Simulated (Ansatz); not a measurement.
SnS2, space group P-3m1, a G0W0 quasiparticle calculation

Program: Ansatz 0.2.0 through its Python package.

Input file `POSCAR_sns2`:
```text
SnS2
1.0
   3.63900000    0.00000000    0.00000000
  -1.81950000    3.15146644    0.00000000
   0.00000000    0.00000000    5.86800000
Sn S
1 2
Direct
   0.00000000    0.00000000    0.00000000
   0.33333333    0.66666667    0.25000000
   0.66666667    0.33333333    0.75000000
```

`run_gw.py`:
```python
# -*- coding: utf-8 -*-
"""Quasiparticle gap of SnS2 by G0W0."""

from dataclasses import dataclass

import ansatz as az
from ase.io import read


@dataclass(frozen=True)
class Settings:
    xc: str = "lda"
    ecut: int = 510
    kmesh: tuple[int, ...] = (6, 6, 2)
    tolerance: float = 1e-10
    filling: str = "fixed"


cfg = Settings()

atoms = read("POSCAR_sns2", format="vasp")
structure = az.Crystal.from_ase(atoms)

calc = (
    structure.calculation()
    .functional(cfg.xc)
    .basis(cfg.ecut)
    .kpoints(*cfg.kmesh)
    .scf(tolerance=cfg.tolerance)
    .occupations(cfg.filling)
    .gw(empty_bands=60, screening_cutoff=120, quasiparticle_bands=("v1", "c1"))
)
events = []
outcome = calc.session().plan().execute(on_event=events.append, runs_dir="gw_run")
gw = next(e["data"] for e in events if e["event"] == "gw_qp")
top = gw["frontier_bands"]["highest_filled_band"]
print(" k band    E_KS   Sigma_x  Sigma_c     Vxc      Z    E_QP (eV)")
for qp in gw["qp"]:
    print(f"{qp['ik']:2d} {qp['band']:4d} {qp['eps_ks_ev']:7.3f} {qp['sigma_x_ev']:9.3f} {qp['sigma_c_at_ks_ev']:8.3f} {qp['vxc_ev']:8.3f} {qp['z']:6.3f} {qp['e_qp_ev']:8.3f}")
for key, label in (("eps_ks_ev", "Kohn-Sham"), ("e_qp_ev", "G0W0")):
    filled = max(qp[key] for qp in gw["qp"] if qp["band"] <= top)
    empty = min(qp[key] for qp in gw["qp"] if qp["band"] > top)
    print(f"{label} gap on the mesh: {empty - filled:.3f} eV")
print("static dielectric eigenvalues (RPA, this mesh):", [round(e, 3) for e in gw["screening"][0]["eps_tensor_eigenvalues"]])
```

`python run_gw.py` gives:
```text
 k band    E_KS   Sigma_x  Sigma_c     Vxc      Z    E_QP (eV)
 0   13   6.432   -18.569    2.544  -15.951  0.762    6.376
 0   14   8.155   -11.799   -2.922  -15.999  0.797    9.169
 1   13   6.201   -18.370    2.156  -16.252  0.768    6.230
 1   14   9.387   -12.263   -3.105  -16.790  0.787   10.505
 2   13   6.386   -18.447    2.484  -15.890  0.763    6.330
 2   14   9.184   -12.169   -3.058  -16.623  0.785   10.272
 3   13   6.136   -18.186    2.216  -15.980  0.767    6.143
 3   14   9.122   -11.476   -3.092  -15.938  0.789   10.194
 4   13   6.212   -18.358    2.227  -16.133  0.767    6.214
 4   14   8.403   -10.921   -2.940  -15.109  0.792    9.386
 5   13   5.887   -18.071    2.322  -15.706  0.766    5.854
 5   14   8.168   -10.991   -2.869  -15.092  0.791    9.139
 6   13   6.130   -18.368    2.262  -16.091  0.766    6.119
 6   14   7.999   -11.250   -2.707  -15.123  0.791    8.918
 7   13   5.762   -18.051    2.370  -15.615  0.766    5.711
 7   14   7.762   -11.185   -2.706  -15.068  0.790    8.688
 8   13   6.272   -18.260    2.422  -15.758  0.764    6.211
 8   14   9.084   -11.582   -3.106  -16.081  0.784   10.169
 9   13   5.640   -17.689    2.342  -15.285  0.765    5.593
 9   14   9.072   -11.949   -3.010  -16.337  0.782   10.143
10   13   5.618   -17.614    2.491  -14.983  0.764    5.512
10   14   8.490   -11.271   -2.873  -15.401  0.787    9.475
11   13   5.950   -18.165    2.501  -15.553  0.765    5.865
11   14   8.753   -11.526   -3.023  -15.886  0.785    9.796
12   13   4.953   -17.329    2.747  -14.360  0.761    4.785
12   14   8.286   -10.437   -2.931  -14.565  0.790    9.227
13   13   6.071   -18.283    2.446  -15.754  0.764    6.008
13   14   9.383   -11.868   -3.305  -16.650  0.777   10.523
Kohn-Sham gap on the mesh: 1.330 eV
G0W0 gap on the mesh: 2.312 eV
static dielectric eigenvalues (RPA, this mesh): [6.149, 9.199, 9.199]
```

Reading the output:
- Total energies depend on the potentials; only differences at equal settings carry meaning. A total without «per atom» is that of the cell as typed.
- The starting cell is as deposited in a crystallographic database; the results hold for this polymorph, which needn't be the stable one.
- Mesh, empty bands and screening cutoff are small, so the quasiparticle gap isn't converged, and it is read on the mesh points alone. Spin-orbit coupling is left out, which matters for heavy elements.
- It ran for 51 s on 1 thread of Intel(R) Xeon(R) Processor @ 2.30GHz, on a shared host, peak memory 0.68 GiB.
